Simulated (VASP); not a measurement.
Wanted: the native input for a VASP 6.6.1 run.

- Task: relaxation of cell and atoms
- Functional: LDA
- Potentials or basis: VASP PAW LDA potentials, release 64 (Sn_d, Se)
- Cutoff: 600 eV
- k mesh: 9 × 9 × 6
- Occupations: gaussian, width 0.02 eV
- Spin: no spin polarisation
- Dipole correction: no
- Further INCAR settings: ALGO = Normal; EDIFF = 1e-06; IBRION = 2; EDIFFG = -0.005; NSW = 100; ISIF = 3

The structure of SnSe2 lies in POSCAR:

```
SnSe2
1.0
    3.8110000000      0.0000000000      0.0000000000
   -1.9055000000      3.3004228138      0.0000000000
    0.0000000000      0.0000000000      6.1360000000
Sn Se
1 2
Direct
    0.0000000000      0.0000000000      0.0000000000
    0.3333333333      0.6666666667      0.2490000000
    0.6666666667      0.3333333333      0.7510000000
```

These files were run (other wordings do the same):

INCAR

```
PREC = Accurate
ENCUT = 600
EDIFF = 1E-6
ISMEAR = 0
SIGMA = 0.02
LREAL = F
LASPH = T
NELM = 100
ALGO = Normal
ISIF = 3
LWAVE = F
LCHARG = F
IBRION = 2
NSW = 100
EDIFFG = -0.005
```

KPOINTS

```
Automatic mesh
0
Gamma
  9 9 6
```

Potentials or basis: VASP PAW LDA potentials, release 64 (Sn_d, Se).

Run with:

```sh
$ cat potpaw_LDA.64/Sn_d/POTCAR potpaw_LDA.64/Se/POTCAR > POTCAR
$ mpirun -np 1 vasp_std > vasp.out
```

Results of the run:

```json
{
 "Relaxed volume": "24.64 Å³/atom",
 "Relaxed cell": "a = 3.804 Å, b = 3.804 Å, c = 5.898 Å, α = 90.00°, β = 90.00°, γ = 120.00°",
 "Space group after relaxing (to 0.05 Å)": "P-3m1 (No. 164)",
 "Energy gained by relaxing": "12.5 meV/atom",
 "Ionic steps": "21",
 "Pressure after relaxing": "0.0 GPa",
 "Band gap on the k mesh": "0.21 eV, indirect (least direct gap 0.68 eV)"
}
```

Caveat: spin-orbit coupling is left out, which moves the levels of the heavy elements; an odd mesh through Γ misses points on the zone boundary, where band edges often lie.

Wall time 6.1 min on 1 thread of Intel(R) Xeon(R) 6975P-C (Granite Rapids), on a shared host, peak memory 0.25 GiB.
